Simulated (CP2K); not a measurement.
Band structure of InN (P6_3mc, 4 atoms in the cell).

```xyz
4
Lattice="3.5588 0.0000 0.0000 -1.7794 3.0820 0.0000 0.0000 0.0000 5.7457" Properties=species:S:1:pos:R:3 pbc="T T T"
In     1.7794     1.0273     2.8756
In     0.0000     2.0547     0.0028
N      1.7794     1.0273     5.0535
N      0.0000     2.0547     2.1806
```

Method: PBE, GPW, DZVP-MOLOPT-PBE-GTH basis, GTH-PBE potentials (POTENTIAL_UZH) run with CP2K 2026.2.

Settings: CUTOFF = 500 Ry; REL_CUTOFF = 60 Ry; SMEAR/METHOD = FERMI_DIRAC; ELECTRONIC_TEMPERATURE = 1160.45 K; KPOINTS/SCHEME = MONKHORST-PACK 7 7 4; GAMMA_CENTERED = T; XC_FUNCTIONAL = PBE; In/BASIS_SET = DZVP-MOLOPT-PBE-GTH-q13; In/POTENTIAL = GTH-PBE-q13; N/BASIS_SET = DZVP-MOLOPT-PBE-GTH-q5; N/POTENTIAL = GTH-PBE-q5; METHOD = GPW; EPS_DEFAULT = 1e-10; EXTRAPOLATION = USE_GUESS.

The starting cell comes from a database of computed structures (which also holds hypothetical and non-ambient phases and stackings), without a prior relaxation at this level. Its lattice was rescaled by a random factor within 2.5 % of one. Values carry the incompleteness of an atom-centred basis. The run gives no clean gap (levels at the Fermi energy touch, overlap or are partly filled at this smearing), which alone does not show that the compound is a metal.

Levels in eV from the Fermi level, bands 15 to 20:
| point | 15 | 16 | 17 | 18 | 19 | 20 |
|---|---|---|---|---|---|---|
| Γ | -1.06 | -0.46 | -0.20 | -0.19 | -0.19 | 2.52 |
| M | -3.55 | -2.49 | -1.87 | -1.05 | 3.60 | 4.29 |
| K | -4.39 | -2.52 | -2.52 | -2.29 | 4.87 | 5.49 |
| A | -0.63 | -0.63 | -0.63 | -0.63 | 2.12 | 2.12 |
| L | -1.80 | -1.80 | -1.72 | -1.72 | 3.21 | 3.21 |
| H | -3.46 | -3.46 | -1.42 | -1.42 | 4.95 | 4.95 |

Bands cross the Fermi level along this path, so the cell is metallic at this level.

Higher empty bands are left out: an atom-centred basis made for the valence describes them poorly.
